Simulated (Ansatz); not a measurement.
`BBC(C)=O` + H₂O → acetic acid + `BB` at 400 K and 1 bar (formal hydrolysis of a C–B bond).

Gas-phase electronic energies from Ansatz, PBE0-D4/def2-TZVP geometries. CCSD(T)/CBS is the MP2 limit (def2-TZVPP, def2-QZVPP) plus CCSD(T) − MP2 in def2-TZVPP, frozen cores. This one scheme is used for every species. One conformer a species, not always the lowest.

```
   species  CCSD(T)/CBS energy (Eh)  H − E (kJ/mol)  S (J/(mol·K))
`BBC(C)=O`               -204.41066           237.5          372.5
       H₂O                -76.37941            69.8          198.6
 `CC(=O)O`               -228.87529           185.0          309.7
      `BB`                -51.92346           119.9          250.5
```

H − E and S are ideal-gas, rigid-rotor, harmonic terms from PBE0-D4/def2-TZVP, for one conformer and one mirror image of each species. 1 Eh = 2625.50 kJ/mol, R = 8.31446 J/(mol·K).

**Question.** By hand: ΔE, ΔH, ΔS and ΔG.

**Answer.** ΔE = (-228.87529) + (-51.92346) − (-204.41066) − (-76.37941) = -0.00868 Eh = -22.8 kJ/mol. Δ(H − E) = 185.0 + 119.9 − 237.5 − 69.8 = -2.4, so ΔH = -25.2 kJ/mol. ΔS = 309.7 + 250.5 − 372.5 − 198.6 = -10.9 J/(mol·K). ΔG = -25.2 − 400 × (-10.9)/1000 = -20.8 kJ/mol.

**Question.** By hand: the equilibrium constant, and the temperature at which ΔG would vanish if ΔH and ΔS stayed fixed.

**Answer.** log₁₀ K = −ΔG/(RT ln 10) = 2.7. ΔG = 0 at ΔH/ΔS = 2312 K, though so small a ΔS makes that figure unsure.

The number of gas molecules stays the same, so ΔS is small and ΔH decides. A doubt of 5 kJ/mol in ΔE shifts log₁₀ K by 0.7 here. Other conformers and mirror images would add mixing entropy, several J/(mol·K) or more a flexible species. These are equilibria of isolated gas molecules and say nothing of rates. Largest T1 diagnostic: 0.019 (customary marks: 0.02 for closed shells, 0.045 for open ones).
